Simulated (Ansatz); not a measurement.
Pd:

```
CELL_PARAMETERS angstrom
-1.57228 1.57228 1.57228
1.57228 -1.57228 1.57228
1.57228 1.57228 -1.57228
ATOMIC_POSITIONS crystal
Pd 0.00000 0.00000 0.00000
```

This isn't the form of Pd at room conditions, which is fcc.

- Program: Ansatz 0.2.0
- Task: relaxation of cell and atoms
- Functional: PBE
- Dispersion: D3(BJ)
- Potentials or basis: Ansatz PAW
- Cutoff: 420 eV (not typed: the program's choice for these potentials)
- k mesh: 12 × 12 × 12
- Occupations: fermi-dirac, width 0.05 eV
- Spin: no spin polarisation

At the start: volume 15.55 Å³/atom.

**Question.** How do energy, volume and symmetry change on relaxing?

**Answer.** It ends after 5 steps and the volume is 14.82 Å³/atom (-4.7 %); space group Im-3m (No. 229, to 0.05 Å).

The path:
| step | energy change (eV) | largest force (eV/Å) | volume (Å³) |
| --- | --- | --- | --- |
| 1 | 0.0000 | 0.0000 | 15.55 |
| 2 | -0.0054 | 0.0000 | 14.25 |
| 3 | -0.0190 | 0.0000 | 14.88 |
| 4 | -0.0191 | 0.0000 | 14.82 |
| 5 | -0.0188 | 0.0000 | 14.82 |

Final structure:
```
Pd
1.0
    -1.54741    1.54741    1.54741
     1.54741   -1.54741    1.54741
     1.54741    1.54741   -1.54741
Pd
1
Direct
  0.00000 0.00000 0.00000
```

Caveat: the plane-wave basis is chosen anew once the cell has moved, so the energies of steps on either side of that aren't comparable; pairwise dispersion overbinds metals, which lowers pressure and volume.
